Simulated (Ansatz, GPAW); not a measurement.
**Geometry or basis: what sets the conductance of furan-2,5-dithiol between two Pt chains**

How well does furan-2,5-dithiol between two Pt chains conduct once its atoms have relaxed, and how much do cheaper levels lose?

Calculated with GPAW 26.7.0 and Ansatz 0.2.0; Ansatz plane waves; relaxation of the junction with the lead ends held; PAW set soft_1, in the first sound run; inputs show where later runs differ.

This is a report of a sequence of runs, with most program output left out.

## 1. Set-up

The cell holds 25 atoms: 16 Pt, 2 S, 4 C, 1 O and 2 H. Its edges and angles: a = 14.088 Å, b = 9.000 Å, c = 44.071 Å, α = 90.0°, β = 90.0°, γ = 90.0°. Regions: left lead, 8 atoms (8 Pt); channel, 9 atoms (2 S, 4 C, 1 O and 2 H); right lead, 8 atoms (8 Pt). Vacuum lies along a and b. The structure is stacked along c, and the current runs across the ab planes.

## 2. Relaxation

Transmission follows bond lengths closely, so the atoms between the held lead ends are relaxed first, from a slightly shaken start that lets symmetry break.

Contents of input.yaml:

```yaml
crystal:
  lattice:
    - [14.0880625097, 0.0, 0.0]
    - [0.0, 9.0, 0.0]
    - [0.0, 0.0, 44.0706684598]
  atoms:
    - { symbol: Pt, position: [0.5, 0.5, 0.0272289947] }
    - { symbol: Pt, position: [0.5, 0.5, 0.0816869842] }
    - { symbol: Pt, position: [0.5, 0.5, 0.1361449737] }
    - { symbol: Pt, position: [0.5, 0.5, 0.1906029632] }
    - { symbol: Pt, position: [0.5, 0.5, 0.2450609527] }
    - { symbol: Pt, position: [0.5, 0.5, 0.2995189422] }
    - { symbol: Pt, position: [0.5007539142, 0.4999834488, 0.3536150597] }
    - { symbol: Pt, position: [0.4951521372, 0.5000623846, 0.4090662042] }
[... 13 atom lines left out ...]
    - { symbol: Pt, position: [0.5, 0.5, 0.8093970368] }
    - { symbol: Pt, position: [0.5, 0.5, 0.8638550263] }
    - { symbol: Pt, position: [0.5, 0.5, 0.9183130158] }
    - { symbol: Pt, position: [0.5, 0.5, 0.9727710053] }
kpoints:
  mp_grid: { grid: [1, 1, 2] }
hamiltonian:
  xc: pbe
  pseudopotentials: { kind: paw, azcp: { folder: soft_1 } }
scf:
  occupations: { method: fermi_dirac, width: 0.1 }
relax:
  f_tol: 0.03
  max_steps: 80
  constraints: [{ sites: [0, 1, 2, 3, 4, 5, 19, 20, 21, 22, 23, 24] }]
```

The run is started by

```
> ansatz run input.yaml --threads 4 --pin off --max-ram 8192MiB --backend cpu --events-out ev --progress --plain --runs-dir out
```

The job ended after 8.9 min (4 threads of Arm Neoverse V2, shared host; peak memory 6.2 GiB).

Step by step:

| step | energy less that of the first step (eV) | largest force component (eV/Å) |
| --- | --- | --- |
| 1 | 0.0000 | 3.2738 |
| 2 | -0.4713 | 1.4239 |
| 3 | -0.7101 | 0.4222 |
| 4 | -0.8797 | 0.3771 |
| 5 | -1.0210 | 0.3121 |
| 6 | -1.1420 | 0.2190 |
| 7 | -1.2204 | 0.1264 |
| 8 | -1.2405 | 0.2917 |
| 9 | -1.2559 | 0.0682 |
| 10 | -1.2533 | 0.0896 |
| 11 | -1.2573 | 0.0328 |
| 12 | -1.2580 | 0.0226 |
| 13 | -1.2583 | 0.0286 |
| 14 | -1.2584 | 0.0311 |
| 15 | -1.2586 | 0.0164 |
| 16 | -1.2586 | 0.0164 |

Relaxation step 10 was tried and not accepted.

The atoms that moved most (Å):

| atom | dx | dy | dz | length |
| --- | --- | --- | --- | --- |
| Pt7 | -1.104 | 0.001 | -0.256 | 1.133 |
| Pt19 | 0.998 | -0.083 | 0.188 | 1.019 |
| O11 | 0.319 | -0.014 | 0.386 | 0.502 |
| S16 | 0.039 | -0.009 | 0.493 | 0.495 |
| Pt8 | -0.329 | -0.014 | -0.361 | 0.488 |
| C10 | 0.363 | 0.000 | 0.225 | 0.428 |
| C14 | 0.135 | -0.003 | 0.373 | 0.397 |
| S9 | 0.333 | 0.011 | 0.192 | 0.384 |

Numbers from this step:

```
free energy         : -203760.3776 eV
smearing term TS    : 1.039 eV
symmetry operations : 1
```

The relaxation lowered the energy of the cell by 1.26 eV.

## 3. Plane-wave reference (PBE)

Plane waves give the reference curve, free of the bias of atom-centred orbitals.

This step: Ansatz plane waves; Landauer transmission by layers, zero bias; PAW set soft_1 (Ansatz 0.2.0).

Contents of input.yaml:

```yaml
crystal:
  lattice:
    - [14.0880625097, 0.0, 0.0]
    - [0.0, 9.0, 0.0]
    - [0.0, 0.0, 44.0706684598]
  atoms:
    - { symbol: Pt, position: [0.5, 0.5, 0.0272289947] }
    - { symbol: Pt, position: [0.5, 0.5, 0.0816869842] }
    - { symbol: Pt, position: [0.5, 0.5, 0.1361449737] }
    - { symbol: Pt, position: [0.5, 0.5, 0.1906029632] }
    - { symbol: Pt, position: [0.5, 0.5, 0.2450609527] }
    - { symbol: Pt, position: [0.5, 0.5, 0.2995189422] }
    - { symbol: Pt, position: [0.422386621, 0.5000761836, 0.3478062863] }
    - { symbol: Pt, position: [0.4717992068, 0.4984729745, 0.4008806117] }
[... 13 atom lines left out ...]
    - { symbol: Pt, position: [0.5, 0.5, 0.8093970368] }
    - { symbol: Pt, position: [0.5, 0.5, 0.8638550263] }
    - { symbol: Pt, position: [0.5, 0.5, 0.9183130158] }
    - { symbol: Pt, position: [0.5, 0.5, 0.9727710053] }
kpoints:
  mp_grid: { grid: [1, 1, 2] }
hamiltonian:
  xc: pbe
  pseudopotentials: { kind: paw, azcp: { folder: soft_1 } }
scf:
  occupations: { method: fermi_dirac, width: 0.1 }
output:
  transmission:
    leads: [[0, 1]]
    e_range: [-2, 2]
    de: 0.025
    kmesh: [1, 1]
    reduced_basis: true
  write_potential: true
  write_density: true
  volumetric_format: npy
  elf: true
```

Run time: 2.9 h. Hardware: 4 threads; peak memory 6.6 GiB; 10 h of CPU time.

This step gave:

```yaml
free_energy: -203760.3774 eV
lead_level: 0 eV from the Fermi level
transmission_at_the_fermi_level_one_spin: 0.2612
open_channels_of_the_lead_at_the_fermi_level_one_spin: 4
step_of_the_potential_along_the_lead: 7.3 meV
offset_of_the_lead: 0 Å
filling_of_the_lead_less_its_bulk_value_in_size: 5.5 meV
conductance: 0.2841 G₀
```

One spin. Transmission, zone mean against energy, zero at the Fermi level:

| energy (eV) | transmission, zone mean |
| --- | --- |
| -2.000 | 0.861 |
| -1.900 | 0.855 |
| -1.800 | 0.878 |
| -1.700 | 0.975 |
| -1.600 | 0.971 |
| -1.500 | 1.03 |
| -1.475 | 1.03 |
| -1.400 | 0.959 |
| -1.300 | 0.681 |
| -1.200 | 0.307 |
| -1.100 | 0.250 |
| -1.000 | 0.424 |
| -0.900 | 0.718 |
| -0.800 | 0.904 |
| -0.700 | 0.947 |
| -0.650 | 0.992 |
| -0.600 | 0.937 |
| -0.500 | 0.666 |
| -0.400 | 0.721 |
| -0.300 | 1.01 |
| -0.200 | 0.977 |
| -0.100 | 0.595 |
| 0.000 | 0.261 |
| 0.100 | 0.140 |
| 0.200 | 0.0978 |
| 0.300 | 0.0877 |
| 0.400 | 0.113 |
| 0.500 | 0.304 |
| 0.575 | 0.951 |
| 0.600 | 0.494 |
| 0.700 | 0.0298 |
| 0.800 | 0.00207 |
| 0.900 | 7.6e-4 |
| 1.000 | 4.9e-4 |
| 1.100 | 3.6e-4 |
| 1.200 | 2.9e-4 |
| 1.300 | 2.4e-4 |
| 1.400 | 2.0e-4 |
| 1.500 | 1.7e-4 |
| 1.600 | 1.5e-4 |
| 1.700 | 1.3e-4 |
| 1.800 | 1.1e-4 |
| 1.900 | 8.8e-5 |
| 2.000 | 6.1e-5 |

One spin. Open channels, zone mean against energy, zero at the Fermi level:

energy (eV), open channels, zone mean and a bar from the least value:
```
   -2.000       3.00 ############
   -1.900       3.00 ############
   -1.800       3.00 ############
   -1.700       3.00 ############
   -1.600       4.00 ##################
   -1.500       4.00 ##################
   -1.400       6.00 ##############################
   -1.300       6.00 ##############################
   -1.200       6.00 ##############################
   -1.100       6.00 ##############################
   -1.000       6.00 ##############################
   -0.900       6.00 ##############################
   -0.800       6.00 ##############################
   -0.700       6.00 ##############################
   -0.600       6.00 ##############################
   -0.500       6.00 ##############################
   -0.400       4.00 ##################
   -0.300       4.00 ##################
   -0.200       4.00 ##################
   -0.100       4.00 ##################
    0.000       4.00 ##################
    0.100       4.00 ##################
    0.200       4.00 ##################
    0.300       4.00 ##################
    0.400       3.00 ############
    0.500       3.00 ############
    0.600       3.00 ############
    0.700       3.00 ############
    0.800       1.00 
    0.900       1.00 
    1.000       1.00 
    1.100       1.00 
    1.200       1.00 
    1.300       1.00 
    1.400       1.00 
    1.500       1.00 
    1.600       1.00 
    1.700       1.00 
    1.800       1.00 
    1.900       1.00 
    2.000       1.00
```

Crystal 0, spin -, k parallel (0, 0); distinct values, listed up to 1.5 1/Å. The Im kz of the slowest decaying states by energy, zero at the Fermi level:

| energy (eV) | decay 1 (Å⁻¹) | decay 2 (Å⁻¹) | decay 3 (Å⁻¹) | decay 4 (Å⁻¹) |
| --- | --- | --- | --- | --- |
| -2.000 | 0.386 | 0.615 | 0.615 | 1.37 |
| -1.800 | 0.273 | 0.504 | 0.505 | 1.35 |
| -1.600 | 0.349 | 0.349 | 1.33 | 1.36 |
| -1.400 | 1.31 | 1.34 | 1.38 | 1.45 |
| -1.200 | 1.29 | 1.32 | 1.36 | 1.43 |
| -1.000 | 1.27 | 1.30 | 1.34 | 1.41 |
| -0.800 | 1.25 | 1.29 | 1.32 | 1.40 |
| -0.600 | 1.23 | 1.27 | 1.30 | 1.38 |
| -0.400 | 0.0919 | 0.0920 | 1.21 | 1.25 |
| -0.200 | 0.348 | 0.348 | 1.19 | 1.22 |
| 0.000 | 0.469 | 1.17 | 1.20 | 1.24 |
| 0.200 | 0.553 | 0.553 | 1.14 | 1.18 |
| 0.400 | 0.139 | 0.619 | 0.619 | 1.12 |
| 0.600 | 0.241 | 0.673 | 1.10 | 1.14 |
| 0.800 | 0.00749 | 0.0224 | 0.308 | 0.718 |
| 1.000 | 0.114 | 0.115 | 0.359 | 0.757 |
| 1.200 | 0.155 | 0.156 | 0.402 | 0.791 |
| 1.400 | 0.182 | 0.183 | 0.438 | 0.821 |
| 1.600 | 0.201 | 0.203 | 0.469 | 0.847 |
| 1.800 | 0.215 | 0.216 | 0.496 | 0.871 |
| 2.000 | 0.223 | 0.224 | 0.519 | 0.892 |

Crystal 0, spin -, k parallel (0, 0). Re kz of states that move upwards against energy, zero at the Fermi level:

| energy (eV) | channel 1 (Å⁻¹) | channel 2 (Å⁻¹) | channel 3 (Å⁻¹) | channel 4 (Å⁻¹) | channel 5 (Å⁻¹) | channel 6 (Å⁻¹) |
| --- | --- | --- | --- | --- | --- | --- |
| -2.000 | -0.642 | -0.641 | 0.726 | - | - | - |
| -1.800 | -0.602 | -0.601 | 0.747 | - | - | - |
| -1.600 | -0.563 | -0.562 | 0.0315 | 0.768 | - | - |
| -1.400 | -0.525 | -0.524 | 0.155 | 0.155 | 0.279 | 0.790 |
| -1.200 | -0.488 | -0.487 | 0.394 | 0.432 | 0.432 | 0.813 |
| -1.000 | -0.452 | -0.451 | 0.484 | 0.612 | 0.612 | 0.839 |
| -0.800 | -0.415 | -0.414 | 0.559 | 0.776 | 0.777 | 0.868 |
| -0.600 | -0.378 | -0.377 | 0.623 | 0.902 | 0.957 | 0.957 |
| -0.400 | -0.341 | -0.340 | 0.679 | 0.944 | - | - |
| -0.200 | -0.303 | -0.302 | 0.726 | 0.996 | - | - |
| 0.000 | -0.264 | -0.263 | 0.765 | 1.06 | - | - |
| 0.200 | -0.222 | -0.221 | 0.799 | 1.17 | - | - |
| 0.400 | -0.176 | -0.175 | 0.827 | - | - | - |
| 0.600 | -0.121 | -0.119 | 0.852 | - | - | - |
| 0.800 | 0.874 | - | - | - | - | - |
| 1.000 | 0.895 | - | - | - | - | - |
| 1.200 | 0.914 | - | - | - | - | - |
| 1.400 | 0.933 | - | - | - | - | - |
| 1.600 | 0.950 | - | - | - | - | - |
| 1.800 | 0.968 | - | - | - | - | - |
| 2.000 | 0.985 | - | - | - | - | - |

The electrostatic potential energy of an electron (with the applied field's), less the Fermi level, planar mean oscillates, so the rows of the table below give means over windows of 2.35 Å about each position, cut where the curve ends. Its first 14 maxima inside the range that stand out by 2 % of the span (Å: eV): 2.4: 5.85, 4.8: 5.84, 7.2: 5.82, 9.5: 5.78, 12.0: 5.72, 14.2: 5.46, 16.5: 5.45, 18.7: 4.98, 20.4: 4.99, 22.6: 4.48, 23.8: 4.11, 25.4: 5.09, 27.6: 5.35, 29.8: 5.45. Its first 14 minima: 1.2: 4.64, 3.7: 4.64, 6.0: 4.62, 8.4: 4.58, 10.9: 4.55, 13.2: 4.45, 15.3: 4.36, 17.8: 4.18, 19.5: 4.50, 21.9: 3.76, 23.2: 3.78, 24.2: 4.06, 26.4: 4.12, 28.6: 4.31.

The electrostatic potential energy of an electron (with the applied field's), less the Fermi level, planar mean by z; means over each step:

z (Å), electrostatic potential energy of an electron (with the applied field's), less the Fermi level, planar mean (eV) and a bar from the least value:
```
     1.18       5.24 ##############################
     3.53       5.23 ##############################
     5.88       5.22 #############################
     8.23       5.18 ############################
    10.58       5.14 ###########################
    12.93       5.05 #########################
    15.28       4.92 ######################
    17.63       4.72 #################
    19.98       4.68 ################
    22.33       4.04 
    24.68       4.48 ###########
    27.03       4.72 #################
    29.38       4.84 ####################
    31.73       5.09 ##########################
    34.08       5.16 ############################
    36.43       5.20 #############################
    38.78       5.23 ##############################
    41.13       5.25 ##############################
    43.48       5.05 #########################
```

The valence density, planar mean oscillates, so the rows of the table below give means over windows of 2.35 Å about each position, cut where the curve ends. Its first 14 maxima inside the range that stand out by 2 % of the span (Å: e/Å³): 1.2: 0.126, 3.7: 0.124, 6.0: 0.126, 8.4: 0.126, 10.9: 0.125, 13.2: 0.126, 15.3: 0.125, 17.6: 0.126, 19.2: 0.0312, 21.7: 0.0952, 23.5: 0.0588, 26.4: 0.126, 28.6: 0.125, 30.8: 0.126. Its first 14 minima: 2.4: 0.0145, 4.8: 0.0145, 7.2: 0.0144, 9.5: 0.0145, 12.0: 0.0146, 14.2: 0.0198, 16.5: 0.0150, 18.7: 0.0268, 20.4: 0.0195, 22.6: 0.0428, 25.4: 0.0179, 27.6: 0.0166, 29.8: 0.0189, 32.0: 0.0146.

Valence density, planar mean against z; means over each step:

| z (Å) | valence density, planar mean (e/Å³) |
| --- | --- |
| 1.18 | 0.0601 |
| 3.53 | 0.0601 |
| 5.88 | 0.0601 |
| 8.23 | 0.0601 |
| 10.58 | 0.0601 |
| 12.93 | 0.0606 |
| 15.28 | 0.0617 |
| 17.63 | 0.0628 |
| 19.98 | 0.0268 |
| 22.33 | 0.0616 |
| 24.68 | 0.0355 |
| 27.03 | 0.0630 |
| 29.38 | 0.0667 |
| 31.73 | 0.0586 |
| 34.08 | 0.0587 |
| 36.43 | 0.0588 |
| 38.78 | 0.0590 |
| 41.13 | 0.0592 |
| 43.48 | 0.0763 |

Valence density in the ca plane at fractional y = 0.489, with atoms of Pt and S and C and O and H within 0.2 Å of it. It is the smooth field of the valence electrons, not physical close to the nuclei.

Ten steps, logarithmic in the rise over the least value, from '0' (0 e/Å³) to '9' (11 e/Å³), each cell a mean:
```
00000000000000000000000000000000000000000000
00000000000000000000000000000000000000000000
00000000000000000000000000000000000000000000
00000000000000000000000000000000000000000000
00000000000000000000000000000000000000000000
00000000000000000000000000000000000000000000
00000000000000000000000000000000000000000000
00000000000000000000000000000000001111000000
00000000000000000000012221100000124554210000
00000000000000000000134544322332248998422221
00113332100000023321245445446775458998545775
22257875310000257754455545468998445665458998
64479997432212468865565433357886322222247997
85457875454445566545664211123443100000124553
74223334443455565445665310000110000000001111
32101112455443456666666531000000000000000000
00000001233321245654444431000000000000000000
00000000000000135542111100000000000000000000
00000000000000023310000000000000000000000000
00000000000000000000000000000000000000000000
00000000000000000000000000000000000000000000
00000000000000000000000000000000000000000000
00000000000000000000000000000000000000000000
00000000000000000000000000000000000000000000
```
Columns run along c (16.0 Å, from fractional 0.36 to 0.72 of the cell), rows up along a (14.1 Å). Atoms in or near the plane, at fractional coordinates: Pt at (0.40, 0.47), S at (0.44, 0.38), C at (0.48, 0.40), O at (0.50, 0.49), H at (0.49, 0.25), C at (0.50, 0.33), C at (0.53, 0.46), C at (0.53, 0.36), S at (0.55, 0.55), H at (0.55, 0.33), Pt at (0.60, 0.51), Pt at (0.65, 0.57), Pt at (0.70, 0.50).

ELF in the ca plane at fractional y = 0.489, with atoms of Pt and S and C and O and H within 0.2 Å of it. It is the smooth field of the valence electrons, not physical close to the nuclei.

Ten even steps from '0' (0.00 × 1e-1) to '9' (9.97 × 1e-1), each cell a mean:
```
00000000000000000000000000000000000000000000
00000000000000000000000000000000000000000000
00000000000000000000000000000000000000000000
00000000000000000000000000000000000000000000
00000000000000000000000000000000000000000000
00000000000000000000000000000000000000000000
00000000000000001211000000000111100000000000
00000000000000024665300000001222210000000000
11000000000000037898731112211244321111111011
22110000002320027998763233332355542233322223
33321000015774114630274355433455543345433234
55432110016877536864673455542444433455543345
55533543225746732664442455531333322355542345
55447766763653356741011234421111111244322334
33366105862563355564200122221000001233211122
21267666435853772699950001110000000111100011
00168997203754665799981000000000000000000000
00036773017999621268971000000000000000000000
00012310028999710002320000000000000000000000
00000000016998500000000000000000000000000000
00000000001343100000000000000000000000000000
00000000000000000000000000000000000000000000
00000000000000000000000000000000000000000000
00000000000000000000000000000000000000000000
```
Columns run along c (16.0 Å, from fractional 0.39 to 0.76 of the cell), rows up along a (14.1 Å). Atoms in or near the plane, at fractional coordinates: Pt at (0.40, 0.47), S at (0.44, 0.38), C at (0.48, 0.40), O at (0.50, 0.49), H at (0.49, 0.25), C at (0.50, 0.33), C at (0.53, 0.46), C at (0.53, 0.36), S at (0.55, 0.55), H at (0.55, 0.33), Pt at (0.60, 0.51), Pt at (0.65, 0.57), Pt at (0.70, 0.50), Pt at (0.75, 0.50).

Electrostatic potential energy in the ca plane at fractional y = 0.489, with atoms of Pt and S and C and O and H within 0.2 Å of it. With pseudopotentials it is smooth inside the atoms' cores, unlike the true potential.

Values in eV, 13 rows by 16 columns, each cell a mean:
```
  2   1   1   1   1   1   1   1   1   1   1   1   1   1   1   1
  2   1   1   1   1   1   1   1   1   1   1   1   1   1   1   1
  2   2   1   1   1   1   1   1   1   1   1   1   1   1   1   1
  2   1   1   1   1   1   1   1   1   1   1   1   1   1   1   1
  1   1   1   1   1   1   1   1   1   1   1   1   1  -2  -2   0
-22  -6 -18 -13   0   1  -2  -5   0   1   1  -1  -3 -32 -29 -19
-58 -25 -51 -43 -16 -15 -28 -53 -11  -1  -9 -42 -33 -29 -16 -44
-12  -3  -9  -9 -47 -48 -16 -32 -27 -29 -41 -25 -32 -17  -1  -5
  1   1   1   0  -9  -9   0  -1 -20 -24 -14 -44 -35 -30  -6   0
  2   2   1   1   1   1   1   1   0   0  -3 -24  -4  -3  -1   0
  2   2   1   1   1   1   1   1   1   1  -1  -2   0   0   0   1
  2   1   1   1   1   1   1   1   1   1   0   0   0   1   1   1
  2   1   1   1   1   1   1   1   1   1   1   1   1   1   1   1
```
Columns run along c (16.0 Å, from fractional 0.24 to 0.60 of the cell; values clipped at the 3rd and 97th percentile), rows up along a (14.1 Å). Atoms in or near the plane, at fractional coordinates: Pt at (0.25, 0.50), Pt at (0.30, 0.50), Pt at (0.35, 0.42), Pt at (0.40, 0.47), S at (0.44, 0.38), C at (0.48, 0.40), O at (0.50, 0.49), H at (0.49, 0.25), C at (0.50, 0.33), C at (0.53, 0.46), C at (0.53, 0.36), S at (0.55, 0.55), H at (0.55, 0.33), Pt at (0.60, 0.51).

The largest of the program's own error estimates on the conductance is 11 %. T at the Fermi level is 0.261 of 4 open channels a spin, without spin-orbit coupling, which is large for these atoms.

[end of part 1 of 3]

[Logs are printed without paths, hosts, clocks, repeated set-up lines and the standing remarks that a program may print on its own settings, such as how far it seeks lower states.]

[Hosts, paths, dates, database ids (printed as entryN), source tags and the programs' standing remarks are cut or masked in the printed files.]
